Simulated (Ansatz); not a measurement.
# ZnS (F-43m) in Ansatz: notebook

One crystal, ZnS, is run at these levels: PBE; tasks: band structure.

Program: Ansatz 0.2.0. These are calculated values, not measurements. Logs are shortened: lines on timing, memory, paths and dates and some standing lists are left out, and cuts for length are marked.

**Experimental background.**

From “Electronic, vibrational, and thermodynamic properties of ZnS (zincblende and rocksalt structure)”, 2009, arxiv:0911.5022, for a bulk crystal of ZnS at 19 K: band gap 3.85 eV (direct).

The runs below are set against these values where they give the same quantity.

## Step 1: The crystal as given

The structure is cubic, space group F-43m (No. 216). The conventional cell has a = 5.404 Å, b = 5.404 Å, c = 5.404 Å, α = 90.00°, β = 90.00°, γ = 90.00°. Around Zn (site symmetry -43m) lie 4 S at 2.34 Å. S (site symmetry -43m) is surrounded by 4 Zn at 2.34 Å.

## Step 2: Band structure, PBE

File input.yaml:

```yaml
crystal:
  lattice:
    - [0.0, 2.702, 2.702]
    - [2.702, 0.0, 2.702]
    - [2.702, 2.702, 0.0]
  atoms:
    - { symbol: Zn, position: [0.75, 0.75, 0.75] }
    - { symbol: S, position: [0.0, 0.0, 0.0] }
kpoints:
  mp_grid: { grid: [9, 9, 9] }
  band_path:
    path:
      - [0.0, 0.0, 0.0]
      - [0.5, 0.0, 0.5]
      - [0.5, 0.25, 0.75]
      - [0.375, 0.375, 0.75]
      - [0.0, 0.0, 0.0]
      - [0.5, 0.5, 0.5]
      - [0.625, 0.25, 0.625]
      - [0.5, 0.25, 0.75]
    npoints: 8
scf:
  occupations: { method: fermi_dirac, width: 0.05 }
hamiltonian:
  xc: pbe
  pseudopotentials: { kind: all_electron, lapw: { basis_error: 0.001 } }
output:
  forces: true
  stress: true
  eigenvalues: true
```

Potentials or basis: all-electron LAPW, scalar-relativistic.

Command:

```bash
> ansatz run input.yaml --threads 1 --pin off --max-ram 3072MiB --backend cpu --events-out ev --progress --plain --runs-dir out
```

The log of the run:

```text
Warning: RAYON_NUM_THREADS=1 ignored (pool sized by the plan → 1); use --threads N
LAPW: plane waves up to 8.579 Å⁻¹, error target 1.0e-3 eV per atom; small_component_spin mean_spin; S in spheres of 1.038 Å, 14 of its electrons in bands, Dirac shells []; Zn in spheres of 1.302 Å, 20 of its electrons in bands, Dirac shells [] (how accurate: hamiltonian.pseudopotentials.lapw.basis_error, Limitations)
Engine: ansatz 0.2.0, x86_64-unknown-linux-gnu
Pseudopotentials: kind: all_electron
Pseudopotential: Zn, LAPW, valence charge 20, lapw/all_electron/scalar/gaussian/Zn, Koelling and Harmon's equation, gaussian nucleus
Pseudopotential: S, LAPW, valence charge 14, lapw/all_electron/scalar/gaussian/S, Koelling and Harmon's equation, gaussian nucleus
Functional definition: PBE
  parameter kappa = 0.804
  parameter beta = 0.06672455060314922
  exchange = pbe_x(kappa = kappa, mu = beta*pi^2/3)
  correlation = pbe_c(beta = beta)
Crystal: 2 atoms, lattice volume = 39.454 Å³
Basis set: ecut = 280.4421546980472 eV, 411 PW (Γ), exchange–correlation at level 2
Bands: 21, of which v1, the nominal top of the filled ones, is band 17 counted from 1 (16 counted from 0)
Symmetry: 24 space group operations
Space group: F-43m (ITA 216), of the structure as read, at distance tolerance 3.4e-5 Å
k-points: 35 of 729 (time reversal used)
Non-local potential: Zn, projectors of the file, none
Non-local potential: S, projectors of the file, none
Initial density: superposition of atomic densities (chi_scale 0.1, normalization cell, long waves kept (reshape's long-wave potential 0.00 eV rms))
Initial wavefunctions: plane waves of lowest kinetic energy (no species holds an atomic orbital)
Functional: x = pbe(κ = 0.804, μ = 0.2195149727645171), c = pbe(β = 0.06672455060314922)
iter 1 solved again at ethr=3.08e-3 eV; its pass at ethr=1.00e-1 eV (dr2=1.05e0 eV) is discarded
SCF iter   1: F=—  HF=-59737.761444 eV  |F-HF|=—  |Δ(HF+E_count)|=         —  Δρ=4.03e-2  dr2=1.05e0  ethr=3.08e-3  ⟨swp⟩=2.0  Hψ=5005  notcnv=0
preconditioner: auto → none  [insulator: Δε(μ)=2.380 eV  Ē_g=11.613 eV  σ=0.050 eV  W_gap=1.00  n_scr=14 (ndim 8)  ℏωp=25.1 eV  f_vac=0.113  D(μ)=0.00/eV (n_scr^D=0)  ε∞_Penn≈5.7]
iter 2 solved again at ethr=1.48e-4 eV; its pass at ethr=3.08e-3 eV (dr2=5.02e-2 eV) is discarded
SCF iter   2: F=—  HF=-59737.430585 eV  |F-HF|=—  |Δ(HF+E_count)|=   3.31e-1  Δρ=1.32e-2  dr2=5.02e-2  ethr=1.48e-4  ⟨swp⟩=2.0  Hψ=3857  notcnv=0
SCF iter   3: F=—  HF=-59737.339439 eV  |F-HF|=—  |Δ(HF+E_count)|=   9.11e-2  Δρ=7.57e-3  dr2=1.55e-2  ethr=1.48e-4  ⟨swp⟩=3.0  Hψ=2265  notcnv=0
SCF iter   4: F=—  HF=-59737.331890 eV  |F-HF|=—  |Δ(HF+E_count)|=         —  Δρ=3.73e-3  dr2=3.79e-3  ethr=4.57e-5  ⟨swp⟩=2.0  Hψ=2026  notcnv=0
the basis was enlarged: its passes take 145.8 KiB over the memory plan, 1 of 1 planned eigensolver slots
SCF iter   5: F=—  HF=-59737.332204 eV  |F-HF|=—  |Δ(HF+E_count)|=   3.13e-4  Δρ=6.76e-4  dr2=1.19e-4  ethr=1.11e-5  ⟨swp⟩=2.0  Hψ=2077  notcnv=0
SCF iter   6: F=—  HF=-59737.332267 eV  |F-HF|=—  |Δ(HF+E_count)|=   6.27e-5  Δρ=7.68e-5  dr2=1.60e-6  ethr=3.51e-7  ⟨swp⟩=2.8  Hψ=2058  notcnv=0
SCF iter   7: F=-59737.332270 eV  HF=-59737.332270 eV  |F-HF|=5.46e-9  |Δ(HF+E_count)|=   3.08e-6  Δρ=4.48e-6  dr2=8.04e-9  ethr=4.70e-9  ⟨swp⟩=3.0  Hψ=2196  notcnv=0
SCF 1 converged in 7 iterations: F = -59737.332270 eV  dr2 = 8.04e-9
NSCF: frozen V_eff on 57 k-points
SCF converged after 7 iterations
Free energy (F): -59737.332270 eV
Harris-Foulkes:  -59737.332270 eV  (|F-HF|=5.46e-9)
Internal energy: -59737.332270 eV  (E = F + TS)
E sigma→0 (E₀):  -59737.332270 eV
Fermi energy:    8.407114 eV
--- Per-component energies (eV) ---
  E_band       = -1880.246277
  E_kinetic    = 60684.782578
  E_xc         = -2648.997940
  E_electrostatic = -117773.116908  (all electrons and nuclei)
  E_smearing   = -0.000000  (= −TS)
  E_closure    = 0.000000  (closes the sum)
  E_atoms      = -59730.497347  (free atoms, spherical and without spin; not in F)
  Σ components = -59737.332270   (vs F -59737.332270, Δ=0.00e0)
  Basis errors (estimates in eV, not in F): energy 4.6e-4 per atom: plane waves 4.1e-4 (2.4e-4 summed), levels above the bands 2.4e-69, relativity 2.4e-8, radial functions 4.6e-5, core shells 1.5e-10; eigenvalues (radial functions only) 1.2e-6; not estimated: angular momenta, meshes, grids; target (lapw.basis_error) 1.0e-3; muffin-tin radii S 1.038 Å, Zn 1.302 Å
--- Forces (eV/Å), atoms counted from 1 ---
  atom   1  Zn    -0.00000000     0.00000000    -0.00000000
  atom   2  S      0.00000000    -0.00000000     0.00000000
  max |Σ_I F_I| component: 3.70e-17 eV/Å
--- Stress (GPa, compression-positive) ---
        1.611371      -0.000000      -0.000000
       -0.000000       1.611371       0.000000
       -0.000000       0.000000       1.611371
  P = ⅓ Tr σ = 1.6114 GPa (16.114 kbar)
--- Band table (eV; the first three rows and the last of 35) ---
  k-point 0: bands = ["-197.3489", "-142.1211", "-142.1211", "-142.1211", "-117.5446", "-71.7138", "-71.7138", "-71.7138", "-5.8293", "0.9762", "0.9762", "0.9762", "1.4754", "1.4754", "7.3103", "7.3103", "7.3103", "9.4229", "13.6831", "13.6831", "13.6831"]
  k-point 1: bands = ["-197.3489", "-142.1211", "-142.1211", "-142.1211", "-117.5446", "-71.7138", "-71.7138", "-71.7138", "-5.7364", "0.9765", "0.9931", "0.9931", "1.4739", "1.4739", "6.3799", "7.1920", "7.1920", "10.1281", "13.5907", "13.8883", "13.8883"]
  k-point 2: bands = ["-197.3489", "-142.1211", "-142.1211", "-142.1211", "-117.5446", "-71.7138", "-71.7138", "-71.7138", "-5.4857", "1.0050", "1.0327", "1.0327", "1.4751", "1.4751", "4.8589", "6.9175", "6.9175", "10.7467", "13.9866", "14.2498", "14.2498"]
  k-point 34: bands = ["-197.3489", "-142.1211", "-142.1211", "-142.1211", "-117.5446", "-71.7139", "-71.7139", "-71.7138", "-4.6086", "1.1059", "1.2383", "1.4002", "1.4625", "1.8253", "2.7612", "4.4195", "4.9424", "12.8815", "13.2159", "14.7942", "16.3074"]
```

Wall time 13 s (1 thread of Intel Xeon Platinum 8375C at 2.90GHz (Ice Lake), shared host); peak memory 0.31 GiB.

What came out:

| Property | Result |
| --- | --- |
| Free energy | -59737.3323 eV |
| Pressure | 1.6 GPa |
| Band gap on the k mesh | 2.11 eV, direct |
| Band gap along the path | 2.11 eV, direct |

Levels at the corners of the path, in eV from the valence-band top:
```tsv
point	band 15	band 16	band 17	band 18	band 19	band 20
Γ	0.00	0.00	0.00	2.11	6.37	6.37
X	-4.55	-2.22	-2.22	3.40	4.07	10.96
W	-4.58	-2.75	-2.71	5.69	6.03	7.86
K	-4.62	-3.11	-1.80	4.13	5.96	9.35
Γ	0.00	0.00	0.00	2.11	6.37	6.37
L	-5.29	-0.87	-0.87	3.31	6.90	6.90
U	-4.62	-3.11	-1.80	4.13	5.96	9.35
W	-4.58	-2.75	-2.71	5.69	6.03	7.86
```

## Step 3: Band structure, PBE

input.yaml is that of step 2.

Potentials or basis: all-electron LAPW, scalar-relativistic.

Command:

```bash
> ansatz run input.yaml --threads 1 --pin off --max-ram 3072MiB --backend cpu --events-out ev --progress --plain --runs-dir out
```

It took 17 s on 1 thread of Arm Neoverse V1, shared host; peak memory 0.27 GiB.

The run converged. Its results:

```yaml
Free_energy: -59737.3323 eV
Pressure: 1.6 GPa
Band_gap_on_the_k_mesh: 2.11 eV, direct
Band_gap_along_the_path: 2.11 eV, direct
```

Levels at the corners of the path, in eV from the valence-band top:
```
point  band 15  band 16  band 17  band 18  band 19  band 20
    Γ     0.00     0.00     0.00     2.11     6.37     6.37
    X    -4.55    -2.22    -2.22     3.40     4.07    10.96
    W    -4.58    -2.75    -2.71     5.69     6.03     7.86
    K    -4.62    -3.11    -1.80     4.13     5.96     9.35
    Γ     0.00     0.00     0.00     2.11     6.37     6.37
    L    -5.29    -0.87    -0.87     3.31     6.90     6.90
    U    -4.62    -3.11    -1.80     4.13     5.96     9.35
    W    -4.58    -2.75    -2.71     5.69     6.03     7.86
```

## Step 4: How close it comes

Step 2. Measured gap of ZnS: 3.85 eV (direct; 19 K; quoted in “Electronic, vibrational, and thermodynamic properties of ZnS (zincblende and rocksalt structure)”, 2009, arxiv:0911.5022). This calculation gives 2.11 eV (-1.74 eV). The value is that of PBE, without temperature or zero-point motion. Semilocal functionals fall short of measured gaps as a rule.

Step 3. A measured gap of ZnS is 3.85 eV (direct; 19 K; quoted in “Electronic, vibrational, and thermodynamic properties of ZnS (zincblende and rocksalt structure)”, 2009, arxiv:0911.5022); the calculated 2.11 eV misses it by -1.74 eV. The value is that of PBE, without temperature or zero-point motion. Semilocal functionals fall short of measured gaps as a rule.
